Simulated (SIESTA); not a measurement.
Sn:

```
Sn
1.0
     0.00000    3.23334    3.23334
     3.23334    0.00000    3.23334
     3.23334    3.23334    0.00000
Sn
2
Cartesian
  4.8500 4.8500 4.8500
  3.2333 3.2333 3.2333
```

This isn't the form of Sn at room conditions, which is tetragonal (white tin).

Program: SIESTA 5.4.2. Alike in all runs: task single point; level PBE; no spin polarisation; cell as given; k mesh 7 × 7 × 7; smearing fermi-dirac 0.05 eV; grid cutoff 500 Ry; energy shift 0.003 Ry. Hardware: 1 thread of Intel(R) Xeon(R) Platinum 8259CL CPU @ 2.50GHz (Skylake/Cascade Lake), on a shared host.

Question: Order these runs on this cell by their wall time, lowest first.
A. potentials or basis PseudoDojo 0.4 standard (PBE files), SZP (energy shift 0.003 Ry)
B. potentials or basis PseudoDojo 0.4 standard (PBE files), DZDP (energy shift 0.003 Ry; two zetas on semicore shells)
C. potentials or basis PseudoDojo 0.4 standard (PBE files), SZ (energy shift 0.003 Ry)

Answer: C (10 s), A (32 s), B (74 s).

Caveats: the basis has no polarisation orbitals (some runs).
